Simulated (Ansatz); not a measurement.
NiO:

```xyz
2
Lattice="0.0000 2.0913 2.0913 2.0913 0.0000 2.0913 2.0913 2.0913 0.0000" Properties=species:S:1:pos:R:3 pbc="T T T"
Ni    0.0000    0.0000    0.0000
O     2.0913    2.0913    2.0913
```

Alike in all runs: program Ansatz 0.2.0; functional PBE; potentials or basis Ansatz PAW; cutoff 420 eV (not typed: the program's choice for these potentials); k mesh 11 × 11 × 11; occupations fermi-dirac, width 0.05 eV.

The same cell was started in several ways:

```csv
start,free energy over the lowest (meV/atom),net moment (μB),site or absolute moments (μB),gap
"collinear spin, ferromagnetic start of up to 1 μB",0.0,1.75,Ni +1.42; O +0.28,none (metal or under the smearing width)
"collinear spin, ferromagnetic start of up to 2.5 μB",0.0,1.75,Ni +1.42; O +0.28,none (metal or under the smearing width)
no spin polarisation,54.6,-,-,none (metal or under the smearing width)
"collinear spin, random start of up to 0.88 μB",0.0,-1.75,Ni -1.42; O -0.28,none (metal or under the smearing width)
```

Allowing spin polarisation gains 55 meV/atom. A still lower state may exist.

Caveats: semilocal functionals often make such compounds metallic where correlation or magnetic order opens a gap, which also shifts bond lengths; a cell with one magnetic atom can't hold antiferromagnetic order, which such compounds often take (some runs).
